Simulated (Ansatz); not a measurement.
The system is Ga.

```xyz
1
Lattice="-1.3844 1.3844 2.3112 1.3844 -1.3844 2.3112 1.3844 1.3844 -2.3112" Properties=species:S:1:pos:R:3 pbc="T T T"
Ga    0.0000    0.0000    0.0000
```

This isn't the form of Ga at room conditions, which is orthorhombic.

Base run:

```yaml
Program: Ansatz 0.2.0
Functional: PBE
Potentials_or_basis: Ansatz PAW
Cutoff: "420 eV (not typed: the program's choice for these potentials)"
k_mesh: 10 × 10 × 10
Occupations: fermi-dirac, width 0.05 eV
Spin: spin-orbit coupling, no magnetisation
```

Its results: band gap on the k mesh none (metal or under the smearing width); pressure 3.9 GPa.

Problem. After a change of settings the same cell gave: band gap on the k mesh none (metal or under the smearing width); pressure -2.0 GPa. Which change was it?
A. functional from PBE to LDA
B. functional from PBE to PBEsol
C. k mesh from 10 × 10 × 10 to 13 × 13 × 13; spin from spin-orbit coupling, no magnetisation to no spin polarisation; potential files from those of the base run to others of the same set

Solution. A.

LDA binds more tightly than PBE, so the same cell stands under less pressure.

Caveats: the PAW data sets come from PBE, with cores solved anew for the run's functional, which leaves a small shift of forces and pressure (some runs).
